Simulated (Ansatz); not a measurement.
A run of Ansatz 0.2.0:

The input input.yaml:

```yaml
crystal:
  lattice:
    - [0.0, 2.211323, 2.211323]
    - [2.211323, 0.0, 2.211323]
    - [2.211323, 2.211323, 0.0]
  atoms:
    - { symbol: Ta, position: [0.5, 0.5, 0.5] }
    - { symbol: "N", position: [0.0, 0.0, 0.0] }
kpoints:
  mp_grid: { grid: [10, 10, 10] }
scf:
  occupations: { method: fermi_dirac, width: 0.05 }
hamiltonian:
  xc: blyp
  dispersion: d4
  pseudopotentials: { kind: all_electron, lapw: { basis_error: 0.001 } }
output:
  forces: true
  stress: true
relax:
  f_tol: 0.01
  max_steps: 60
  cell: {}
```

Potentials or basis: all-electron LAPW, scalar-relativistic.

Command:

```bash
$ ansatz run input.yaml --threads 1 --pin off --max-ram 3072MiB --backend cpu --events-out ev --progress --plain --runs-dir out
```

Hardware: 1 thread of Arm Neoverse V1 (shared host).

Task: Estimate the wall time of this run.

Result: Run time: 32 s on 1 thread of Arm Neoverse V1, with other jobs on the host, peak memory 0.35 GiB. Counts: scf iterations 17, plane waves 339, k points 47, bands 30, ion steps 4.
